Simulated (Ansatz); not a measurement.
**Sn in Ansatz: convergence with smearing width**

Sn:

```
CELL_PARAMETERS angstrom
-2.94014 2.94014 1.59930
2.94014 -2.94014 1.59930
2.94014 2.94014 -1.59930
ATOMIC_POSITIONS crystal
Sn 0.00707 0.99527 0.98770
Sn 0.74919 0.24451 0.49911
```

The cell isn't the ideal one: atoms moved at random, drawn with an rms of 0.05 Å.

* Program: Ansatz 0.2.0
* Task: convergence study
* Functional: r2SCAN
* Potentials or basis: Ansatz PAW
* Cutoff: 500 eV (not typed: the program's choice for these potentials)
* k mesh: 7 × 7 × 5
* Occupations: fermi-dirac, width 0.3 eV
* Spin: no spin polarisation

These are the settings of the first run; the series varies smearing width, with any setting tied to it.

Hardware: 2 threads of AMD EPYC (Zen 3) (shared host).

Question: The values tried are 0.3 eV, 0.2 eV, 0.15 eV, 0.1 eV, 0.05 eV, 0.025 eV, 0.01 eV, 0.005 eV, loosest first. From which on does the largest force stay within 0.005 eV/Å of the tightest run that finished?

Answer: From 0.05 eV on.

| smearing width | energy less the tightest run, at zero smearing (meV/atom) | pressure (GPa) | largest force (eV/Å) | SCF cycles | CPU time (s) | peak memory (GiB) |
| --- | --- | --- | --- | --- | --- | --- |
| 0.3 eV | -2.53 | 0.31 | 0.174 | 6 | 37 | 0.65 |
| 0.2 eV | -2.55 | 0.04 | 0.175 | 6 | 36 | 0.64 |
| 0.15 eV | -1.76 | -0.04 | 0.173 | 6 | 33 | 0.64 |
| 0.1 eV | -0.76 | -0.10 | 0.167 | 6 | 33 | 0.64 |
| 0.05 eV | -0.10 | -0.15 | 0.156 | 6 | 31 | 0.64 |
| 0.025 eV | -0.01 | -0.17 | 0.154 | 6 | 32 | 0.64 |
| 0.01 eV | 0.00 | -0.16 | 0.158 | 6 | 32 | 0.64 |
| 0.005 eV | 0.00 | -0.16 | 0.158 | 7 | 35 | 0.64 |

Against the tightest run, the energy stays within 1 meV/atom from 0.1 eV on; the pressure stays within 0.1 GPa from 0.1 eV on. Narrower smearing needs a denser k mesh, so at a fixed mesh the narrowest width isn't the most accurate. The tightest run that finished is the yardstick and may itself not be fully converged.

Caveat, for the tightest run too: the PAW data sets come from PBE, with cores solved anew for the run's functional, which leaves a small shift of forces and pressure.
